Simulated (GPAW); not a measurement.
The system is SnSe2.

```xyz
3
Lattice="3.8110 0.0000 0.0000 -1.9055 3.3004 0.0000 0.0000 0.0000 6.1360" Properties=species:S:1:pos:R:3 pbc="T T T"
Sn    0.0000    0.0000    0.0000
Se    1.9055    1.1001    4.6081
Se    0.0000    2.2003    1.5279
```

Base run:

| Item | Value |
| --- | --- |
| Program | GPAW 26.7.0 |
| Functional | PBE |
| Potentials or basis | PAW data sets generated in the run's folder for this functional |
| Cutoff | 600 eV |
| Basis | pw |
| k mesh | 6 × 6 × 3 |
| Occupations | fermi-dirac, width 0.05 eV |
| Spin | no spin polarisation |

Its results: band gap on the k mesh 0.78 eV, indirect (least direct gap 1.10 eV); pressure 5.4 GPa; largest force 0.731 eV/Å.

Problem. The run is repeated on the same cell with these changes: potentials or basis from PAW data sets generated in the run's folder for this functional to JTH PAW 2.0, PBE. What comes out?

Solution. Band gap on the k mesh 0.78 eV, indirect (least direct gap 1.11 eV); pressure 6.6 GPa; largest force 0.740 eV/Å.

Caveats: spin-orbit coupling is left out, which moves the levels of the heavy elements; this functional lacks dispersion, which binds the layers, so the pressure and a relaxed spacing across them are unreliable; the program truncates these outside data sets (some runs).

A k mesh can miss the band edges.

Not every run made on this cell is shown here.
